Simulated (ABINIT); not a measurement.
# PtSe2 (Sudovikovite) (P-3m1) in ABINIT: settings compared

One crystal, PtSe2 (Sudovikovite), is run at these levels: LDA, PBE; tasks: single point.

Program: ABINIT 10.8.3 (patched build). These are calculated values, not measurements. Logs are shortened: lines on timing, memory, paths and dates and some standing lists are left out, and cuts for length are marked. The log counts tension as positive stress, the text compression.

## (1) Starting point

Symmetry: P-3m1, No. 164, trigonal system. The conventional cell has a = 3.724 Å, b = 3.724 Å, c = 5.062 Å, α = 90.00°, β = 90.00°, γ = 120.00°. Pt (site symmetry -3m) is surrounded by 6 Se at 2.49 Å. Around Se (site symmetry 3m) lie 3 Pt at 2.49 Å.

## (2) Single point, LDA

run.abi reads:

```
pp_dirpath "./"
pseudos "Pt.upf, Se.upf"

acell 3*1.0 Angstrom
rprim
     3.7240000000     0.0000000000     0.0000000000
    -1.8620000000     3.2250786037     0.0000000000
     0.0000000000     0.0000000000     5.0620000000
ntypat 2
znucl 78 34
natom 3
typat 1 2 2
xred
     0.0000000000     0.0000000000     0.0000000000
     0.6666666667     0.3333333333     0.7500000000
     0.3333333333     0.6666666667     0.2500000000

ecut 1170.089609 eV

kptopt 1
ngkpt 6 6 4
nshiftk 1
shiftk 0.0 0.0 0.0

ixc 7

nband 30
occopt 3
tsmear 0.05 eV

nstep 100
tolvrs 1.0e-10

iomode 3
prtwf 0
prtden 0
prteig 0
prtebands 0
```

Potentials or basis: PseudoDojo NC SR LDA v0.4.1 standard.

The run is started by

```console
$ mpirun --bind-to none -np 4 abinit run.abi > log 2>&1
```

run.abo:

```text
.Version 10.8.3 of ABINIT
 Symmetries : space group P-3 m 1 (#164); Bravais hP (primitive hexag.)
================================================================================
 Values of the parameters that define the memory need of the present run
     intxc =       0    ionmov =       0      iscf =       7    lmnmax =       8
     lnmax =       8     mgfft =      60  mpssoang =       4    mqgrid =    3001
     natom =       3  nloc_mem =       1    nspden =       1   nspinor =       1
    nsppol =       1      nsym =      12    n1xccc =    2501    ntypat =       2
    occopt =       3   xclevel =       1
       mpw =        5544          nfft =      121500          nkpt =          24
================================================================================
================================================================================

--------------------------------------------------------------------------------
------------- Echo of variables that govern the present computation ------------
--------------------------------------------------------------------------------
 -outvars: echo values of preprocessed input variables --------
            acell      1.8897261259E+00  1.8897261259E+00  1.8897261259E+00 Bohr
              amu      1.95080000E+02  7.89600000E+01
             ecut      4.30000000E+01 Hartree
              ixc           7
         kptrlatt        6    0    0      0    6    0      0    0    4
          kptrlen      3.82631746E+01
            natom           3
            nband          30
            ngfft          45      45      60
             nkpt          24
            nstep         100
             nsym          12
           ntypat           2
           occopt           3
           prtden           0
        prtebands           0
           prteig           0
            prtwf           0
            rprim      3.7240000000E+00  0.0000000000E+00  0.0000000000E+00
                      -1.8620000000E+00  3.2250786037E+00  0.0000000000E+00
                       0.0000000000E+00  0.0000000000E+00  5.0620000000E+00
          spgroup         164
           tolvrs      1.00000000E-10
           tsmear      1.83746611E-03 Hartree
            typat      1  2  2
           xangst      0.0000000000E+00  0.0000000000E+00  0.0000000000E+00
                       1.8620000000E+00  1.0750262012E+00  3.7965000000E+00
                      -4.6057765790E-16  2.1500524025E+00  1.2655000000E+00
            xcart      0.0000000000E+00  0.0000000000E+00  0.0000000000E+00
                       3.5186700464E+00  2.0315050985E+00  7.1743452370E+00
                      -8.7036563314E-16  4.0630101970E+00  2.3914484123E+00
             xred      0.0000000000E+00  0.0000000000E+00  0.0000000000E+00
                       6.6666666667E-01  3.3333333333E-01  7.5000000000E-01
                       3.3333333333E-01  6.6666666667E-01  2.5000000000E-01
            znucl       78.00000   34.00000

================================================================================

 chkinp: Checking input parameters for consistency.

================================================================================
== DATASET  1 ==================================================================

--- !DatasetInfo
iteration_state: {dtset: 1, }
dimensions: {natom: 3, nkpt: 24, mband: 30, nsppol: 1, nspinor: 1, nspden: 1, mpw: 5544, }
cutoff_energies: {ecut:  43.0, pawecutdg:  -1.0, }
electrons: {nelect:   5.00000000E+01, charge:   0.00000000E+00, occopt:   3.00000000E+00, tsmear:   1.83746611E-03, }
meta: {optdriver: 0, ionmov: 0, optcell: 0, iscf: 7, paral_kgb: 0, }
...

 Exchange-correlation functional for the present dataset will be:
  LDA: Perdew-Wang 92 LSD fit to Ceperley-Alder data - ixc=7
  J.P.Perdew and Y.Wang, PRB 45, 13244 (1992)

 Real(R)+Recip(G) space primitive vectors, cartesian coordinates (Bohr,Bohr^-1):
 R(1)=  7.0373401  0.0000000  0.0000000  G(1)=  0.1420991  0.0820410  0.0000000
 R(2)= -3.5186700  6.0945153  0.0000000  G(2)=  0.0000000  0.1640820  0.0000000
 R(3)=  0.0000000  0.0000000  9.5657936  G(3)=  0.0000000  0.0000000  0.1045392
 Unit cell volume ucvol=  4.1026902E+02 bohr^3
 Angles (23,13,12)=  9.00000000E+01  9.00000000E+01  1.20000000E+02 degrees

 getcut: wavevector=  0.0000  0.0000  0.0000  ngfft=  45  45  60
         ecut(hartree)=     43.000   => boxcut(ratio)=   2.11809

--- Pseudopotential description ------------------------------------------------
- pspini: atom type   1  psp file is ./Pt.upf
12 -1012 3 -1 1340                            pspcod,pspxc,lmax,lloc,mmax
     nproj     2     2     2     2

- pspini: atom type   2  psp file is ./Se.upf
12 -1012 2 -1 1198                            pspcod,pspxc,lmax,lloc,mmax
     nproj     2     2     2     0

   4.16434174E+03                                ecore*ucvol(ha*bohr**3)
--------------------------------------------------------------------------------

================================================================================

--- !BeginCycle
iteration_state: {dtset: 1, }
solver: {iscf: 7, nstep: 100, nline: 4, wfoptalg: 0, }
tolerances: {tolvrs: 1.00E-10, }
...

     iter   Etot(hartree)      deltaE(h)  residm     vres2
 ETOT  1  -371.99348484856    -3.720E+02 2.002E+00 1.508E+03
 ETOT  2  -372.62202056731    -6.285E-01 5.596E-02 4.629E+03
 ETOT  3  -373.08580482753    -4.638E-01 7.354E-03 1.076E+02
 ETOT  4  -373.09325084383    -7.446E-03 3.203E-03 2.960E+01
 ETOT  5  -373.09534400649    -2.093E-03 9.122E-04 3.045E+00
 ETOT  6  -373.09563688155    -2.929E-04 2.807E-03 1.854E-02
 ETOT  7  -373.09563608022     8.013E-07 5.589E-04 3.362E-02
 ETOT  8  -373.09563869135    -2.611E-06 1.524E-03 1.951E-04
 ETOT  9  -373.09563870540    -1.405E-08 2.987E-04 3.520E-06
 ETOT 10  -373.09563870562    -2.182E-10 8.949E-04 3.130E-08
 ETOT 11  -373.09563870560     1.762E-11 1.892E-04 5.647E-10
 ETOT 12  -373.09563870562    -1.205E-11 5.388E-04 1.406E-10
 ETOT 13  -373.09563870562    -5.457E-12 1.071E-04 3.619E-13

 At SCF step   13       vres2   =  3.62E-13 < tolvrs=  1.00E-10 =>converged.

 Cartesian components of stress tensor (hartree/bohr^3)
  sigma(1 1)=  6.02299248E-06  sigma(3 2)=  0.00000000E+00
  sigma(2 2)=  6.02299238E-06  sigma(3 1)=  0.00000000E+00
  sigma(3 3)=  4.55644475E-05  sigma(2 1)=  0.00000000E+00

--- !ResultsGS
iteration_state: {dtset: 1, }
comment   : Summary of ground state results
lattice_vectors:
- [  7.0373401,   0.0000000,   0.0000000, ]
- [ -3.5186700,   6.0945153,   0.0000000, ]
- [  0.0000000,   0.0000000,   9.5657936, ]
lattice_lengths: [   7.03734,    7.03734,    9.56579, ]
lattice_angles: [ 90.000,  90.000, 120.000, ] # degrees, (23, 13, 12)
lattice_volume:   4.1026902E+02
convergence: {deltae: -5.457E-12, res2:  3.619E-13, residm:  1.071E-04, diffor: null, }
etotal    :  -3.73095639E+02
entropy   :   0.00000000E+00
fermie    :   2.91318758E-01
cartesian_stress_tensor: # hartree/bohr^3
- [  6.02299248E-06,   0.00000000E+00,   0.00000000E+00, ]
- [  0.00000000E+00,   6.02299238E-06,   0.00000000E+00, ]
- [  0.00000000E+00,   0.00000000E+00,   4.55644475E-05, ]
pressure_GPa:  -5.6499E-01
xred      :
- [  0.0000E+00,   0.0000E+00,   0.0000E+00, Pt]
- [  6.6667E-01,   3.3333E-01,   7.5000E-01, Se]
- [  3.3333E-01,   6.6667E-01,   2.5000E-01, Se]
cartesian_forces: # hartree/bohr
- [ -0.00000000E+00,  -0.00000000E+00,  -0.00000000E+00, ]
- [ -0.00000000E+00,  -0.00000000E+00,  -3.58688031E-03, ]
- [ -0.00000000E+00,  -0.00000000E+00,   3.58688031E-03, ]
force_length_stats: {min:   0.00000000E+00, max:   3.58688031E-03, mean:   2.39125354E-03, }
...

 Integrated electronic density in atomic spheres:
 ------------------------------------------------
 Atom  Sphere_radius  Integrated_density
    1        2.00000         14.49907193
    2        2.00000         13.21571451
    3        2.00000         13.21571451
================================================================================

 ----iterations are completed or convergence reached----

 Mean square residual over all n,k,spin=   44.673E-08; max=  10.710E-05
 reduced coordinates (array xred) for    3 atoms
       0.000000000000      0.000000000000      0.000000000000
       0.666666666667      0.333333333333      0.750000000000
       0.333333333333      0.666666666667      0.250000000000
 rms dE/dt=  1.6175E-02; max dE/dt=  3.4311E-02; dE/dt below (all hartree)
    1       0.000000000000      0.000000000000      0.000000000000
    2       0.000000000000      0.000000000000      0.034311356934
    3       0.000000000000      0.000000000000     -0.034311356934

 cartesian coordinates (angstrom) at end:
    1      0.00000000000000     0.00000000000000     0.00000000000000
    2      1.86200000000000     1.07502620123333     3.79650000000000
    3     -0.00000000000000     2.15005240246667     1.26550000000000

 cartesian forces (hartree/bohr) at end:
    1     -0.00000000000000    -0.00000000000000    -0.00000000000000
    2     -0.00000000000000    -0.00000000000000    -0.00358688031452
    3     -0.00000000000000    -0.00000000000000     0.00358688031452
 frms,max,avg= 1.6908716E-03 3.5868803E-03   0.000E+00  0.000E+00  0.000E+00 h/b

 cartesian forces (eV/Angstrom) at end:
    1     -0.00000000000000    -0.00000000000000    -0.00000000000000
    2     -0.00000000000000    -0.00000000000000    -0.18444480168779
    3     -0.00000000000000    -0.00000000000000     0.18444480168779
 frms,max,avg= 8.6948113E-02 1.8444480E-01   0.000E+00  0.000E+00  0.000E+00 e/A
 length scales=  1.889726125908  1.889726125908  1.889726125908 bohr
              =  1.000000000000  1.000000000000  1.000000000000 angstroms
 Fermi (or HOMO) energy (hartree) =   0.29132   Average Vxc (hartree)=  -0.43629
 Eigenvalues (hartree) for nkpt=  24  k points:
 kpt#   1, nband= 30, wtk=  0.00694, kpt=  0.0000  0.0000  0.0000 (reduced coord)
  -3.37324   -1.68577   -1.68577   -1.68241   -1.49765   -1.49765   -1.49757   -1.49757
  -1.49688   -1.49688   -1.49669   -1.49669   -1.49649   -1.49648   -0.28693   -0.18361
   0.02748    0.05393    0.05393    0.14546    0.14546    0.19807    0.25301    0.25301
   0.30694    0.34543    0.34543    0.42119    0.43868    0.55927
      occupation numbers for kpt#   1
   2.00000    2.00000    2.00000    2.00000    2.00000    2.00000    2.00000    2.00000
   2.00000    2.00000    2.00000    2.00000    2.00000    2.00000    2.00000    2.00000
   2.00000    2.00000    2.00000    2.00000    2.00000    2.00000    2.00000    2.00000
   0.00041    0.00000    0.00000    0.00000    0.00000    0.00000
 prteigrs : prtvol=0 or 1, do not print more k-points.

--- !EnergyTerms
iteration_state     : {dtset: 1, }
comment             : Components of total free energy in Hartree
kinetic             :  1.94025954645725E+02
hartree             :  9.86696671230990E+01
xc                  : -7.13938793619666E+01
Ewald energy        : -2.18950086030442E+02
psp_core            :  1.01502711349725E+01
local_psp           : -2.91528528795250E+02
non_local_psp       : -9.40687449519062E+01
internal            : -3.73095346235769E+02
'-kT*entropy'       : -2.92469852351844E-04
total_energy        : -3.73095638705621E+02
total_energy_eV     : -1.01524495315096E+04
band_energy         : -4.52016692181046E+01
...

 Cartesian components of stress tensor (hartree/bohr^3)
  sigma(1 1)=  6.02299248E-06  sigma(3 2)=  0.00000000E+00
  sigma(2 2)=  6.02299238E-06  sigma(3 1)=  0.00000000E+00
  sigma(3 3)=  4.55644475E-05  sigma(2 1)=  0.00000000E+00

-Cartesian components of stress tensor (GPa)         [Pressure= -5.6499E-01 GPa]
- sigma(1 1)=  1.77202557E-01  sigma(3 2)=  0.00000000E+00
- sigma(2 2)=  1.77202554E-01  sigma(3 1)=  0.00000000E+00
- sigma(3 3)=  1.34055233E+00  sigma(2 1)=  0.00000000E+00

== END DATASET(S) ==============================================================
================================================================================

 -outvars: echo values of variables after computation  --------
            acell      1.8897261259E+00  1.8897261259E+00  1.8897261259E+00 Bohr
           etotal     -3.7309563871E+02
            fcart     -0.0000000000E+00 -0.0000000000E+00 -0.0000000000E+00
                      -0.0000000000E+00 -0.0000000000E+00 -3.5868803145E-03
                      -0.0000000000E+00 -0.0000000000E+00  3.5868803145E-03
            rprim      3.7240000000E+00  0.0000000000E+00  0.0000000000E+00
                      -1.8620000000E+00  3.2250786037E+00  0.0000000000E+00
                       0.0000000000E+00  0.0000000000E+00  5.0620000000E+00
           strten      6.0229924787E-06  6.0229923751E-06  4.5564447515E-05
                       0.0000000000E+00  0.0000000000E+00  0.0000000000E+00
           xangst      0.0000000000E+00  0.0000000000E+00  0.0000000000E+00
                       1.8620000000E+00  1.0750262012E+00  3.7965000000E+00
                      -4.6057765790E-16  2.1500524025E+00  1.2655000000E+00
             xred      0.0000000000E+00  0.0000000000E+00  0.0000000000E+00
                       6.6666666667E-01  3.3333333333E-01  7.5000000000E-01
                       3.3333333333E-01  6.6666666667E-01  2.5000000000E-01
 Calculation completed.
```

It took 84 s on 4 MPI ranks of Arm Neoverse N1, shared host; peak memory 0.36 GiB.

What came out:

| Property | Result |
| --- | --- |
| Free energy | -10152.4495 eV |
| Pressure | -0.6 GPa |
| Largest force | 0.184 eV/Å |
| Band gap on the k mesh | none (metal or under the smearing width) |
| Valence electrons inside the program's atomic spheres | Pt 14.50; Se 13.22 |

Forces on the atoms (eV/Å):
```
Pt   0.000  0.000  0.000
Se   0.000  0.000 -0.184
Se   0.000  0.000  0.184
```

Spin-orbit coupling is left out, which matters for the levels of Pt.

## (3) Single point, LDA

Edit run.abi of step 2 so:

```diff
@@ -1 +1,2 @@
+# Pseudopotentials
 pp_dirpath "./"
@@ -3,2 +4,3 @@
 
+# Structure
 acell 3*1.0 Angstrom
@@ -17,4 +19,6 @@
 
-ecut 1170.089609 eV
+# Plane-wave basis
+ecut 1061.244064 eV
 
+# k points
 kptopt 1
@@ -24,4 +28,6 @@
 
+# Exchange and correlation
 ixc 7
 
+# Bands and occupations
 nband 30
@@ -30,2 +36,3 @@
 
+# SCF cycle
 nstep 100
@@ -33,2 +40,3 @@
 
+# Output
 iomode 3
@@ -38 +46,3 @@
 prtebands 0
+enunit 2
+prtvol 2
```

Potentials or basis: PseudoDojo NC SR LDA v0.4.1 standard.

The run is started by

```console
$ mpirun --bind-to none -np 4 abinit run.abi > log 2>&1
```

Wall time 42 s (4 MPI ranks of Arm Neoverse V1, shared host); peak memory 0.32 GiB.

The run converged. Its results:

```yaml
Free_energy: -10152.4392 eV
Pressure: -1.2 GPa
Largest_force: 0.185 eV/Å
Band_gap_on_the_k_mesh: none (metal or under the smearing width)
Valence_electrons_inside_the_program's_atomic_spheres: Pt 14.50; Se 13.22
```

Forces in eV/Å, atoms in the order of the input:
```
Pt   0.000  0.000  0.000
Se   0.000  0.000 -0.185
Se   0.000  0.000  0.185
```

Stress tensor (GPa, compression positive):
```
-0.77  0.00  0.00
 0.00 -0.77  0.00
 0.00  0.00 -1.93
```

Levels at points of the mesh, in eV from the Fermi level:
| k point | band 22 | band 23 | band 24 | band 25 | band 26 | band 27 | band 28 | band 29 |
| --- | --- | --- | --- | --- | --- | --- | --- | --- |
| (0.00, 0.00, 0.00) | -2.54 | -1.04 | -1.04 | 0.43 | 1.47 | 1.47 | 3.53 | 4.01 |
| (0.50, 0.00, 0.00) | -3.52 | -3.45 | -3.37 | -2.96 | 0.65 | 2.37 | 4.76 | 5.77 |
| (0.00, 0.00, 0.50) | -2.98 | -1.70 | -1.48 | -1.48 | 2.32 | 2.32 | 4.75 | 6.23 |
| (0.50, 0.00, 0.50) | -3.46 | -3.18 | -2.82 | -1.35 | 1.00 | 1.50 | 4.51 | 4.68 |

The run has no spin-orbit coupling, so splittings on Pt are missing.

## (4) Single point, PBE

Edit run.abi of step 3 so:

```diff
@@ -1,2 +1 @@
-# Pseudopotentials
 pp_dirpath "./"
@@ -4,3 +3,2 @@
 
-# Structure
 acell 3*1.0 Angstrom
@@ -19,6 +17,4 @@
 
-# Plane-wave basis
 ecut 1061.244064 eV
 
-# k points
 kptopt 1
@@ -28,6 +24,4 @@
 
-# Exchange and correlation
-ixc 7
+ixc 11
 
-# Bands and occupations
 nband 30
@@ -36,3 +30,2 @@
 
-# SCF cycle
 nstep 100
@@ -40,3 +33,2 @@
 
-# Output
 iomode 3
@@ -46,3 +38,2 @@
 prtebands 0
-enunit 2
-prtvol 2
+enunit 1
```

Potentials or basis: PseudoDojo NC SR PBE v0.4.1 standard.

The run is started by

```console
$ mpirun --bind-to none -np 4 abinit run.abi > log 2>&1
```

Run time: 32 s. Hardware: 4 MPI ranks of Intel Xeon 6975P-C (Granite Rapids), shared host; peak memory 0.32 GiB.

It converged, with:

```yaml
Free_energy: -10152.6696 eV
Pressure: 6.7 GPa
Largest_force: 0.574 eV/Å
Band_gap_on_the_k_mesh: none (metal or under the smearing width)
Valence_electrons_inside_the_program's_atomic_spheres: Pt 14.50; Se 13.22
```

Forces in eV/Å, atoms in the order of the input:
```
Pt   0.000  0.000  0.000
Se   0.000  0.000 -0.574
Se   0.000  0.000  0.574
```

Stress tensor (GPa, compression positive):
```
7.34 0.00 0.00
0.00 7.34 0.00
0.00 0.00 5.32
```

Levels at points of the mesh, in eV from the Fermi level:
```csv
k point,band 21,band 22,band 23,band 24,band 25,band 26,band 27,band 28,band 29,band 30
"(0.00, 0.00, 0.00)",-4.02,-2.58,-1.08,-1.08,0.40,1.45,1.45,3.61,4.20,7.30
"(0.50, 0.00, 0.00)",-3.73,-3.56,-3.50,-3.42,-2.98,0.67,2.35,4.79,5.84,7.12
"(0.00, 0.00, 0.50)",-4.05,-2.96,-1.72,-1.52,-1.52,2.30,2.30,4.80,6.33,6.78
"(0.50, 0.00, 0.50)",-3.54,-3.52,-3.23,-2.86,-1.39,0.99,1.52,4.56,4.79,7.19
```

The run has no spin-orbit coupling, so splittings on Pt are missing.

## (5) Summary

```tsv
level	potentials or basis	cutoff (eV)	gap on the mesh (eV)	pressure (GPa)	largest force (eV/Å)
LDA	PseudoDojo NC SR LDA v0.4.1 standard	1170	none	-0.6	0.18
LDA	PseudoDojo NC SR LDA v0.4.1 standard	1061	none	-1.2	0.18
PBE	PseudoDojo NC SR PBE v0.4.1 standard	1061	none	6.7	0.57
```

Alike in all rows: task single point; no spin polarisation; cell as given; k mesh 6 × 6 × 4; smearing fermi-dirac 0.05 eV.

Absolute energies hang on the potentials; compare differences alone.
